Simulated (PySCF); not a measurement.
Here is a PySCF 2.14.0 calculation.

The input run.py:

```python
import json
import numpy as np
from pyscf.pbc import gto, scf, dft, df

cell = gto.Cell()
cell.basis = 'DZVP-MOLOPT-SR-GTH-q12'
cell.pseudo = 'GTH-PBE-q12'
cell.fromfile('POSCAR', format='poscar')
cell.ke_cutoff = 236  # hartree
cell.exp_to_discard = 0.02
cell.precision = 1e-08
cell.space_group_symmetry = True
cell.symmorphic = False
cell.max_memory = 5880  # MB
cell.verbose = 4
cell.build()

res = {}
kpts = cell.make_kpts([11, 11, 11], space_group_symmetry=True, time_reversal_symmetry=True)
cell.space_group_symmetry = False  # the mesh holds the operations; no search on the supercells of the integral code
mf = dft.KRKS(cell, kpts, xc='pbe')
mf = mf.multigrid_numint()
mf = mf.smearing(sigma=0.00183747, method='fermi')  # hartree
mf.conv_tol = 1e-07
mf.max_cycle = 60

mf.kernel()
res.update(converged=bool(mf.converged), e_tot=mf.e_tot, nelec=cell.nelectron, nao=cell.nao, mesh=list(map(int, cell.mesh)), a=cell.lattice_vectors().tolist(), coords=cell.atom_coords().tolist(),
           mo_energy=[np.real(x).tolist() for x in mf.mo_energy], mo_occ=[np.real(x).tolist() for x in mf.mo_occ])
res.update(e_free=mf.e_free, e_zero=mf.e_zero)
res.update(kpts=kpts.kpts_scaled_ibz.tolist(), weights=kpts.weights_ibz.tolist())
res['parts'] = {k: float(np.real(v)) for k, v in mf.scf_summary.items() if np.isscalar(v)}
json.dump(res, open('results.json', 'w'))
if not mf.converged:
    raise SystemExit('SCF not converged')

print('levels (eV)')
for i, kp in enumerate(res['kpts'][:40]):
    print('k %7.4f %7.4f %7.4f  ' % tuple(kp), ' '.join('%.3f' % (x * 27.211386) for x in res['mo_energy'][i][:11]))

mf = mf.to_khf()  # unfold to the whole mesh
kpts = mf.kpts
# Mulliken populations
dm, s = np.asarray(mf.make_rdm1()), np.asarray(mf.get_ovlp())
sites = cell.aoslice_by_atom()[:, 2:]
tot = np.einsum('kij,kji->i', dm, s).real / len(kpts)
res['mulliken'] = [cell.atom_charge(i) - tot[a0:a1].sum() for i, (a0, a1) in enumerate(sites)]
print('Mulliken charges', np.round(res['mulliken'], 5))

# density of states, Gaussians of 0.15 eV
e = np.asarray(mf.mo_energy).real.reshape(1, -1) * 27.211386
ef = mf.get_fermi()
ef = np.max(ef) * 27.211386
x = np.arange(-15, 10.01, 0.1) + round(ef, 1)
dos = np.exp(-((x[:, None, None] - e) / 0.15) ** 2 / 2).sum(-1).T / (0.15 * np.sqrt(2 * np.pi) * len(kpts)) * 2
res.update(dos_e=x.tolist(), dos=dos.tolist())
for a, b in zip(x[::5], dos.T[::5]):
    print('%8.2f' % a, ' '.join('%9.4f' % y for y in b))

# density on a uniform mesh
grids = dft.gen_grid.UniformGrids(cell)
grids.mesh = [17, 17, 17]
grids.build()
ni = dft.numint.KNumInt()
rho = [ni.get_rho(cell, x, grids, kpts) for x in [dm]]
np.save('rho.npy', np.reshape(rho, (-1, *grids.mesh)))
res['done'] = True
json.dump(res, open('results.json', 'w'))
```

File POSCAR:

```
Ti
1.0
    0.0000000000      2.0300000000      2.0300000000
    2.0300000000      0.0000000000      2.0300000000
    2.0300000000      2.0300000000      0.0000000000
Ti
1
Direct
    0.0000000000      0.0000000000      0.0000000000
```

Potentials or basis: DZVP-MOLOPT-SR/GTH-PBE (potentials made for PBE).

The run is started by

```bash
$ OMP_NUM_THREADS=4 python -u run.py > log
```

(1) Predict the band gap on the k mesh.

## Answers

(1) none (metal or under the smearing width).

Caveat: the basis of atomic orbitals isn't converged, which shifts pressures, moduli and gaps.
